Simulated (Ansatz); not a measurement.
**Structure types of CdSe at a series of pressures**

All-electron LAPW in Ansatz 0.2.0 under PBE, scalar-relativistic, energies extrapolated to zero smearing, no spin–orbit coupling; spin polarisation is left out. At each pressure a set of structure types was relaxed with symmetry kept. The table gives H = E + pV above the lowest type of that row in meV/atom (up to 5 of noise); a dash means not tried or turned into another type. Real phases may be missing from the set. k spacings are near 0.17 to 0.21 Å⁻¹, smearing 0.05 to 0.1 eV.

Task: Among rocksalt, CsCl, zincblende, NiAs, wurtzite, distorted wurtzite, which leads at -0.034, 5.2, 13, 27, 50, 90 GPa?

Result: zincblende or wurtzite at -0.034 GPa; rocksalt at 5.2 GPa; rocksalt at 13 GPa; rocksalt at 27 GPa; rocksalt at 50 GPa; CsCl at 90 GPa.

| p (GPa) | V of the lowest (Å³/atom) | rocksalt | CsCl | zincblende | NiAs | wurtzite | distorted wurtzite |
| --- | --- | --- | --- | --- | --- | --- | --- |
| -0.034 | 29.76 | 148 | 604 | 0 | 174 | 1 | – |
| 5.2 | 21.95 | 0 | 420 | 34 | 36 | 36 | – |
| 13 | 20.31 | 0 | 368 | 263 | 49 | 265 | – |
| 27 | 18.42 | 0 | 281 | 608 | 68 | – | 600 |
| 50 | 16.55 | 0 | 149 | 1079 | 92 | – | 391 |
| 90 | 13.84 | 60 | 0 | 1813 | 170 | – | 239 |
